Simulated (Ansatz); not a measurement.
**Response of Cr to small distortions**

```xyz
1
Lattice="0.0000 1.8111 1.8111 1.8111 0.0000 1.8111 1.8111 1.8111 0.0000" Properties=species:S:1:pos:R:3 pbc="T T T"
Cr    0.0000    0.0000    0.0000
```

The cell was built from the fcc type and relaxed in the same program, and has space group Fm-3m; it needn't be a known or the stable phase.

Theory: DFT, PBE, PAW with Ansatz's default frozen-core files, scalar-relativistic in Ansatz 0.2.0.

Settings: a Γ-centred 20×20×20 k mesh, Fermi–Dirac smearing of 0.05 eV, cutoff 420 eV, spin-polarised from start moments Cr 3 μB (the moments died away, and the run ended non-magnetic).

The unchanged cell is at 0.00 GPa, so energy changes include a term −P ΔV where the volume moves.

In a metal, stresses and small energies carry noise from the k mesh.

x, y and z are the Cartesian axes of the cell as listed; fractional coordinates follow a strain, and an engineering shear is twice the off-diagonal strain component.

Task: With this change (equal xy, yz and zx engineering shear strains of +3 %), what becomes of the energy and stress?

Result: Energy change -5.4 meV/atom; stress change (xx, yy, zz, yz, xz, xy) 0.35, 0.35, 0.35, 0.91, 0.91, 0.91 GPa, compression positive.

Task: With this change (equal xy, yz and zx engineering shear strains of +4 %), what becomes of the energy and stress?

Result: Energy change -6.8 meV/atom; stress change (xx, yy, zz, yz, xz, xy) 0.62, 0.62, 0.62, 0.30, 0.30, 0.30 GPa, compression positive.
